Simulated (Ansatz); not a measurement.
How WSe₂ stores the work of compression

Method: DFT PBE, scalar-relativistic, plane waves, PAW in Ansatz. Settings: 420 eV cutoff, 12×12×2 k-mesh, Gaussian smearing of 0.02 eV, no spin polarisation.

The relaxed crystal:

```
CELL_PARAMETERS angstrom
3.32099 0.00000 0.00000
-1.66049 2.87606 0.00000
0.00000 0.00000 15.04383
ATOMIC_POSITIONS crystal
W 0.66667 0.33333 0.75000
W 0.33333 0.66667 0.25000
Se 0.33333 0.66667 0.86154
Se 0.66667 0.33333 0.36154
Se 0.33333 0.66667 0.63846
Se 0.66667 0.33333 0.13846
```

Cell and atoms were relaxed at each target pressure within the start's symmetry (P6_3/mmc), at zero temperature; other phases can be more stable under pressure. H = E + PV with P the target; E is the free energy at the smearing used, whose derivative the pressure is, per atom and counted from zero pressure. The mesh named is that at zero pressure; some other pressures ran on another.

Spin-orbit coupling is left out, which matters for the bands and energies of heavy elements.

| P (GPa) | V (Å³/atom) | E − E0 (meV) | H − H0 (meV) |
| --- | --- | --- | --- |
| 0 | 23.948 | 0.0 | 0.0 |
| 2 | 20.749 | 12.2 | 271.2 |
| 5 | 19.542 | 37.2 | 647.1 |
| 10 | 18.404 | 89.0 | 1237.7 |
| 20 | 17.022 | 215.1 | 2339.9 |
| 40 | 15.378 | 514.2 | 4353.6 |

Question: Thermodynamics gives dH/dP = V along a relaxed path. Integrate V over P by the trapezoid rule and compare with the computed enthalpies.

Answer: With 1 eV/Å³ = 160.22 GPa, each step adds the mean volume times ΔP / 160.22:
| P (GPa) | ∫V dP (meV) | H − H0 (meV) | difference (meV) |
| --- | --- | --- | --- |
| 2 | 279.0 | 271.2 | 7.8 |
| 5 | 656.2 | 647.1 | 9.1 |
| 10 | 1248.3 | 1237.7 | 10.6 |
| 20 | 2353.9 | 2339.9 | 13.9 |
| 40 | 4376.1 | 4353.6 | 22.5 |

V(P) curves upward, so the trapezoid rule runs high; integrating a smooth curve through the same points (P as a polynomial of degree 4 in ln V) puts that excess at about 24.4 meV at 40 GPa, against the 22.5 meV found.

Question: At 40 GPa, how much of the enthalpy change is stored energy and how much is the PV term?

Answer: E rises by 514 meV/atom and PV is 40 × 15.378 / 160.22 = 3839 meV/atom, so PV makes 88 % of ΔH. So between rival structures at high pressure a small difference in volume can outweigh the difference in energy: 1 % of this volume is worth 38.4 meV/atom at this pressure.

Question: What bulk modulus do the lowest pressures give, and how is the compression shared among the axes?

Answer: From the pressures that the runs reached, 0.01 GPa (23.948 Å³) and 1.98 GPa (20.749 Å³), B = −ΔP/Δln V = 1.97 / 0.1434 = 14 GPa, a mean over that range. Where layers or molecules are held by dispersion forces, this functional describes the zero-pressure volume and B poorly. The linear compressibilities −Δln(length)/ΔP are 3.46 along a, 3.46 along b, 65.88 along c (in TPa⁻¹). With fixed angles they add up to 1/B: 72.79 against 72.79. Softest: c, at 91 % of the volume change per axis.

Question: The gap is 1.449 eV at 0.01 GPa and 1.031 eV at 1.98 GPa. What pressure coefficient and volume deformation potential follow?

Answer: dE_g/dP = -212.3 meV/GPa, and a_V = dE_g/d ln V = −B dE_g/dP = 2.92 eV. A gap that closes or barely moves under pressure is usual where the conduction edge lies away from the zone centre, has d character, or where the bands broaden faster than they shift. The band edges lie at other k points in the two runs, so this is a mean over different edges. Gaps are Kohn–Sham gaps over the whole zone.